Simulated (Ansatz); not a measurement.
# EuO: pressure against volume

One table from this session's results is given with a row withheld; the runs are named, their logs left out.

Computed with Ansatz 0.2.0 (DFT PBE, scalar-relativistic, unless a step's input says otherwise).

## The structure to begin with

The structure is cubic, space group Fm-3m (No. 225). The conventional cell has a = 5.144 Å, b = 5.144 Å, c = 5.144 Å, α = 90.00°, β = 90.00°, γ = 90.00°. Eu (site symmetry m-3m) has 6 O at 2.57 Å as nearest neighbours. O (site symmetry m-3m) is surrounded by 6 Eu at 2.57 Å.

As a file:

```
Eu O
1.0
     0.00000    2.57195    2.57195
     2.57195    0.00000    2.57195
     2.57195    2.57195    0.00000
Eu O
1 1
Direct
  0.00000 0.00000 0.00000
  0.50000 0.50000 0.50000
```

The structure is an experimental refinement, used without relaxation.

Atoms are numbered in the order of the input: Eu1, O2.

Set-up of the first run:

Contents of input.yaml:

```yaml
crystal:
  lattice:
    - [0.0, 2.5198931235, 2.5198931235]
    - [2.5198931235, 0.0, 2.5198931235]
    - [2.5198931235, 2.5198931235, 0.0]
  atoms:
    - { symbol: Eu, position: [0.0, 0.0, 0.0], spin: 7.0 }
    - { symbol: O, position: [0.5, 0.5, 0.5] }
magnetization:
  spin_polarized: true
kpoints:
  mp_grid: { grid: [14, 14, 14] }
scf:
  occupations: { method: fermi_dirac, width: 0.03 }
hamiltonian:
  xc: pbe
  pseudopotentials: { kind: all_electron, lapw: { basis_error: 0.0005 } }
output:
  forces: true
  stress: true
  eigenvalues: true
```

Steps of the session up to this table: Volume × 0.9405, LAPW; Volume × 0.9405, PAW; Volume × 0.9405, crystal datasets; Volume × 0.98, LAPW; Volume × 0.98, PAW; Volume × 1.02, LAPW; Volume × 1.02, PAW; Volume × 1.06, LAPW; Volume × 1.06, PAW; Volume × 1.06, crystal datasets.

One table of the session follows, with a row left open; its other results are not shown here.

```
          method  volume (Å³/atom)  pressure (GPa)  moment Eu1 (μB)
            LAPW            16.001            1.40             6.79
            LAPW            16.673               ?                ?
            LAPW            17.013           -3.99             6.83
            LAPW            17.354           -5.42             6.85
            LAPW            18.034           -7.86             6.87
             PAW            16.001            1.24             6.57
             PAW            16.673           -2.50             6.60
             PAW            17.013           -4.12             6.62
             PAW            17.354           -5.56             6.64
             PAW            18.034           -7.99             6.66
crystal datasets            16.001            1.40             6.58
crystal datasets            17.013           -3.99             6.63
crystal datasets            18.034           -7.86             6.67
```

Estimate the missing values for LAPW, 16.673.

As computed: pressure (GPa): -2.36; moment Eu1 (μB): 6.82. In the column «pressure (GPa)» it lies between PAW, 16.673 (-2.50) and PAW, 16.001 (1.24).

Caveats from the session: No U acts on the open f shell, so these are results of the method and may differ from the real material's. Other magnetic orders may lie lower; this is the state that the run reached. Warnings in the runs' records: gradients without spin orbit, crystal datasets made.
